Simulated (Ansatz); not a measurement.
A plane-wave DFT run in Ansatz 0.2.0 (scalar-relativistic PAW potentials unless the input names others): input and command.

```yaml
crystal:
  lattice:
    - [0.0, 2.07570167, 2.07570167]
    - [2.07570167, 0.0, 2.07570167]
    - [2.07570167, 2.07570167, 0.0]
  atoms:
    - { symbol: Zr, position: [0.0, 0.0, 0.0] }
    - { symbol: O, position: [0.25, 0.25, 0.25] }
    - { symbol: O, position: [0.75, 0.75, 0.75] }
basis:
  ecutwfc: 500
kpoints:
  mp_grid: { grid: [8, 8, 8] }
hamiltonian:
  xc: r2scan
scf:
  occupations: { method: gaussian, width: 0.02 }
  max_iter: 60
output:
  forces: true
  eigenvalues: true
  stress: true
```

```bash
ansatz run input.yaml --threads 1 --pin off --max-ram 2560MiB --backend cpu --events-out ev --progress --plain --runs-dir out
```

Abridged log:
```
Pseudopotentials: kind: paw
Pseudopotential: Zr, paw, valence charge 12, recommended cutoff 500 eV (meta_gga)
Pseudopotential: O, paw, valence charge 6, recommended cutoff 500 eV (meta_gga)
Functional definition: r2SCAN
Crystal: 3 atoms, lattice volume = 17.886 Å³
Basis set: ecut = 500 eV, 459 PW (Γ), exchange–correlation on 96×96×96 points (64 copies of the dense FFT grid, shifted against one another)
Bands: 16, of which v1, the nominal top of the filled ones, is band 12 counted from 1 (11 counted from 0)
Symmetry: 48 space group operations
Space group: Fm-3m (ITA 225), of the structure as read, at distance tolerance 2.6e-5 Å
k-points: 29 of 512
Initial density: superposition of atomic densities (neutral atoms: chi_scale 0, normalization atom), corrected by the library's trained network
Initial wavefunctions: pseudopotential atomic-orbital guess
Functional: x = r2scan, c = r2scan; τ floored in thin density (d = 2e-4 eV/Å³)
SCF iter   1: F=—  HF=-5322.460841 eV  |F-HF|=—  |Δ(HF+E_count)|=         —  Δρ=1.74e-2  dr2=1.44e-2  dr2_τ=1.19e0  ethr=1.77e-3  ⟨swp⟩=6.0  Hψ=2634  notcnv=0
SCF iter   2: F=—  HF=-5322.851401 eV  |F-HF|=—  |Δ(HF+E_count)|=   3.91e-1  Δρ=1.08e-2  dr2=6.01e-3  dr2_τ=1.07e-3  ethr=5.99e-5  ⟨swp⟩=3.0  Hψ=1282  notcnv=0
SCF iter   3: F=—  HF=-5322.868270 eV  |F-HF|=—  |Δ(HF+E_count)|=   1.69e-2  Δρ=6.64e-3  dr2=5.33e-3  dr2_τ=8.12e-4  ethr=2.50e-5  ⟨swp⟩=3.0  Hψ=1036  notcnv=0
SCF iter   4: F=—  HF=-5322.866502 eV  |F-HF|=—  |Δ(HF+E_count)|=   1.77e-3  Δρ=1.00e-3  dr2=1.14e-4  dr2_τ=2.13e-5  ethr=2.22e-5  ⟨swp⟩=2.1  Hψ=790  notcnv=0
SCF iter   5: F=—  HF=-5322.866499 eV  |F-HF|=—  |Δ(HF+E_count)|=   2.55e-6  Δρ=1.47e-4  dr2=1.09e-6  dr2_τ=3.01e-7  ethr=4.74e-7  ⟨swp⟩=2.1  Hψ=723  notcnv=0
SCF iter   6: F=—  HF=-5322.866502 eV  |F-HF|=—  |Δ(HF+E_count)|=   2.38e-6  Δρ=2.90e-5  dr2=8.21e-8  dr2_τ=1.32e-8  ethr=4.17e-10  ⟨swp⟩=4.9  Hψ=2526  notcnv=0
SCF iter   7: F=-5322.866502 eV  HF=-5322.866502 eV  |F-HF|=8.61e-10  |Δ(HF+E_count)|=   3.77e-9  Δρ=4.13e-6  dr2=1.88e-9  dr2_τ=2.38e-10  ethr=3.42e-10  ⟨swp⟩=3.0  Hψ=1844  notcnv=0
SCF 1 converged in 7 iterations: F = -5322.866502 eV  dr2 = 1.88e-9
SCF converged after 7 iterations
Free energy (F): -5322.866502 eV
Harris-Foulkes:  -5322.866502 eV  (|F-HF|=8.61e-10)
Internal energy: -5322.866502 eV  (E = F + TS)
E sigma→0 (E₀):  -5322.866502 eV
Fermi energy:    27.730400 eV
--- Forces (eV/Å), atoms counted from 1 ---
  atom   1  Zr     0.00000000     0.00000000     0.00000000
  atom   2  O      0.00000000     0.00000000     0.00000000
  atom   3  O      0.00000000     0.00000000     0.00000000
--- Stress (GPa, compression-positive) ---
      538.133579       0.000000       0.000000
        0.000000     538.133579       0.000000
        0.000000       0.000000     538.133579
  P = ⅓ Tr σ = 538.1336 GPa (5381.336 kbar)
```

**Question.** The run was meant for a cell not far from equilibrium. Find the fault.

**Answer.** The fault is a lattice far too small (lattice vectors times 0.800). Setting it back cures it. The run converged all the same, with an energy at zero smearing 5.0 eV/atom above the reference's, pressure 538.13 GPa, largest force 0.000 eV/Å, gap on the mesh 4.77 eV, so convergence alone doesn't show that an input is right. A reference run of the cell with lattice vectors 0.0000 2.5946 2.5946; 2.5946 0.0000 2.5946; 2.5946 2.5946 0.0000 Å and the atoms in their places converged with pressure -13.28 GPa, largest force 0.000 eV/Å, gap on the mesh 3.70 eV.

Time: 2.2 s on 1 thread of Arm Neoverse V1, with other jobs on the host, peak memory 0.32 GiB.